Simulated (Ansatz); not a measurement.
Runs of Ansatz 0.2.0 on InP. Symmetry: F-43m, No. 216, cubic system. Conventional cell: a = 5.861 Å, b = 5.861 Å, c = 5.861 Å, α = 90.00°, β = 90.00°, γ = 90.00°. Around In (site symmetry -43m) lie 4 P at 2.54 Å. P (site symmetry -43m) is surrounded by 4 In at 2.54 Å. 

| task | level | potentials or basis | spin | cell | cutoff (eV) | smearing | points for each segment of the path | q mesh | gap on the mesh (eV) | pressure (GPa) | V0 of scaled cells (Å³/atom) | relaxed volume (Å³/atom) | B0 (GPa) |
| --- | --- | --- | --- | --- | --- | --- | --- | --- | --- | --- | --- | --- | --- |
| band structure | r2SCAN | Ansatz PAW | off | as given | 500 | fermi-dirac 0.05 eV | 14 | - | 1.16 | 1.7 | - | - | - |
| equation of state | PBEsol | PseudoDojo PBEsol | off | as given | 952 | fermi-dirac 0.05 eV | - | - | - | - | (b) | - | 67 |
| phonons | PBE | Ansatz PAW | off | as given | 420 | fixed | 8 | 2 × 2 × 2 | 0.72 | - | - | - | - |
| band structure | PBE | Ansatz PAW | off | as given | 420 | fermi-dirac 0.05 eV | 14 | - | 0.72 | 3.3 | - | - | - |
| band structure | r2SCAN | Ansatz PAW | SOC, no magnetisation | as given | 500 | fermi-dirac 0.05 eV | 14 | - | (a) | (c) | - | - | - |
| relaxation of cell and atoms | revPBE+D4 | Ansatz PAW | off | relaxed | 420 | fermi-dirac 0.05 eV | - | - | 0.75 | 0.0 | - | 25.45 | - |
| relaxation of cell and atoms | RPBE+D3(BJ) | Ansatz PAW | off | relaxed | 420 | fermi-dirac 0.05 eV | - | - | 1.27 | 0.0 | - | 23.31 | - |
| equation of state | SVWN5 | Ansatz PAW | off | as given | 420 | fermi-dirac 0.05 eV | - | - | - | - | 24.71 | - | 71 |

Alike in all rows: k mesh 8 × 8 × 8.

Task: Estimate the missing entries.

Result: (a) 1.14; (b) 25.43; (c) 1.6.

Caveats: spin-orbit coupling is left out, which moves the levels of the heavy elements (some runs); the PAW data sets come from PBE, with cores solved anew for the run's functional, which leaves a small shift of forces and pressure (some runs); the plane-wave basis is chosen anew once the cell has moved, so the energies of steps on either side of that aren't comparable (some runs).

A k mesh can miss the band edges, and rows without SOC leave out spin-orbit coupling on In.
